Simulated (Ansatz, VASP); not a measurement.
Ba in VASP and in Ansatz

File INCAR:

```
ALGO = Normal ; EDIFF = 1E-7
ENCUT = 520 ; GGA = PS
ISIF = 2 ; ISMEAR = 0
LASPH = T ; LCHARG = F
LREAL = F ; LWAVE = F
NBANDS = 11 ; NELM = 80
PREC = Accurate ; SIGMA = 0.15
```

File KPOINTS:

```
k-points
0
Gamma
  14 14 14
```

The input POSCAR:

```
Ba
1.0
    3.9177175405      0.0000000000      0.0000000000
    0.0000000000      3.9177175405      0.0000000000
    0.0000000000      0.0000000000      3.9177175405
Ba
1
Direct
    0.0000000000      0.0000000000      0.0000000000
```

Input for Ansatz:

```yaml
crystal:
  lattice:
    - [3.9177175405, 0.0, 0.0]
    - [0.0, 3.9177175405, 0.0]
    - [0.0, 0.0, 3.9177175405]
  atoms:
    - { symbol: Ba, position: [0.0, 0.0, 0.0] }
basis:
  ecutwfc: 420
kpoints:
  mp_grid: { grid: [14, 14, 14] }
hamiltonian:
  xc: pbesol
scf:
  occupations: { method: gaussian, width: 0.15 }
output:
  forces: true
  stress: true
  eigenvalues: true
```

This isn't the form of Ba at room conditions, which is bcc.

Alike in both runs: task single point; functional PBEsol; k mesh 14 × 14 × 14; occupations gaussian, width 0.15 eV; no spin polarisation.

|  | VASP | Ansatz |
| --- | --- | --- |
| version | VASP 6.6.1 | Ansatz 0.2.0 |
| potentials or method | VASP PAW PBE potentials, release 64 (Ba_sv) | scalar-relativistic, plane waves, PAW |
| plane-wave cutoff (eV) | 520 | 420 |
| valence electrons in the cell | 10 | 10 |

|  | VASP | Ansatz | Ansatz less VASP |
| --- | --- | --- | --- |
| gap on the k mesh at the Fermi level (eV) | none | none | - |
| pressure (GPa) | -0.4 | -0.6 | -0.13 |

A gap of «none» marks a metal or a gap that the smearing closes.

Caveats: the PAW data sets were made with another functional, which shifts forces and pressure a little (VASP). Spin-orbit coupling is left out, which matters for the levels of Ba.
